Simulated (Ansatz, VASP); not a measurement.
Two plane-wave programs on Hg

File INCAR:

```
  PREC = Accurate
  ENCUT = 520
  EDIFF = 1E-7
  ISMEAR = -1
  SIGMA = 0.1
  LREAL = F
  LASPH = T
  NELM = 80
  ALGO = Normal
  ISIF = 2
  LWAVE = F
  LCHARG = F
  GGA = CA
  NBANDS = 12
```

Contents of KPOINTS:

```
regular mesh
0
Gamma
  11 11 11
```

POSCAR

```
Hg
1.0
    1.7463233735      1.0082402698      2.1478810803
   -1.7463233735      1.0082402698      2.1478810803
    0.0000000000     -2.0164805396      2.1478810803
Hg
1
Direct
    0.0000000000      1.0000000000      0.0000000000
```

Input for Ansatz:

```yaml
crystal:
  lattice:
    - [1.7463233735, 1.0082402698, 2.1478810803]
    - [-1.7463233735, 1.0082402698, 2.1478810803]
    - [0.0, -2.0164805396, 2.1478810803]
  atoms:
    - { symbol: Hg, position: [0.0, 1.0, 0.0] }
hamiltonian:
  xc: lda
  pseudopotentials:
    kind: paw
    azcp:
      Hg: "pseudopotentials/Hg.paw.azcp"
basis:
  ecutwfc: 420
  fft_grid_basis: typed
kpoints:
  mp_grid: { grid: [11, 11, 11], shift: [0, 0, 0] }
magnetization:
  spin_polarized: false
scf:
  occupations: { method: fermi_dirac, width: 0.1 }
  lower_state_search: "off"
output:
  stress: true
```

Alike in both runs: task single point; functional LDA; k mesh 11 × 11 × 11; occupations fermi-dirac, width 0.1 eV; no spin polarisation.

|  | VASP | Ansatz |
| --- | --- | --- |
| version | VASP 6.6.1 | Ansatz 0.2.0 |
| potentials or method | VASP PAW LDA potentials, release 64 (Hg) | plane waves (420 eV) with PAW, scalar-relativistic |
| plane-wave cutoff (eV) | 520 | 420 |
| valence electrons in the cell | 12 | 20 |

```tsv
	VASP	Ansatz	Ansatz less VASP
pressure (GPa)	0.7	0.0	-0.73
largest component of the traceless stress (GPa)	0.30	0.03	-0.275
```

The two sets of potentials don't hold the same shells in valence. Ansatz warned: «pseudo_functional_mismatch».

Spin-orbit coupling is left out, which matters for the levels of Hg.
